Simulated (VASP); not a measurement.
## Ni in VASP: convergence with PREC

Input of the first run (PREC Low); the others differ in this setting and in those tied to it:

INCAR

```
ALGO     = Fast           # electronic algorithm
EDIFF    = 1E-6           # SCF threshold, eV
ENCUT    = 500            # plane-wave cutoff, eV
GGA      = PS             # functional
ISIF     = 2              # what is computed and relaxed
ISMEAR   = 1              # smearing method
ISPIN    = 2              # spin polarisation
LASPH    = True           # aspherical terms in the spheres
LCHARG   = False          # write CHGCAR
LMAXMIX  = 4              # l up to which the mixer works
LORBIT   = 11             # projections on sites
LREAL    = False          # projectors in reciprocal space
LWAVE    = False          # write WAVECAR
MAGMOM   = 1              # initial moments
NBANDS   = 15             # bands
NELM     = 150            # most SCF steps
PREC     = Low            # precision mode
SIGMA    = 0.1            # smearing width, eV
```

The input KPOINTS:

```
k-points
0
Gamma
  10 10 10
```

POSCAR

```
Ni
1.0
   -1.3869960000      1.3678180000      1.3745810000
    1.3874270000     -1.3774870000      1.3846810000
    1.3987370000      1.3892270000     -1.3842500000
Ni
1
Direct
   -0.0043790000      0.0012260000      0.0071710000
```

Potentials or basis: VASP PAW PBE potentials, release 64 (Ni).

Command:

```bash
$ cat potpaw_PBE.64/Ni/POTCAR > POTCAR
$ mpirun -np 1 vasp_std > vasp.out
```

The cell isn't the ideal one: cell strained at random at fixed volume.

This isn't the form of Ni at room conditions, which is fcc.

Hardware: 1 thread of AMD EPYC 9R45 (Zen 5), with other jobs on the host.

```tsv
PREC	energy less the tightest run, at zero smearing (meV/atom)	pressure (GPa)	largest site moment (μB)	SCF cycles	CPU time (s)	peak memory (GiB)
Low	0.03	-3.25	0.48	42	150	0.17
Medium	-0.91	-4.48	0.36	40	160	0.17
Single	0.72	-2.81	0.60	27	200	0.17
Normal	0.02	-2.61	0.53	40	160	0.18
High	0.00	-3.15	0.46	20	140	0.17
Accurate	0.00	-2.51	0.55	26	190	0.18
```

Against the tightest run, the energy stays within 1 meV/atom from Low on. Not settled before the last step: the pressure (to 0.1 GPa), the largest site moment (to 0.02 μB). The tightest run that finished is the yardstick and may itself not be fully converged.

Caveat, for the tightest run too: the PAW data sets were made with another functional, which shifts forces and pressure a little.
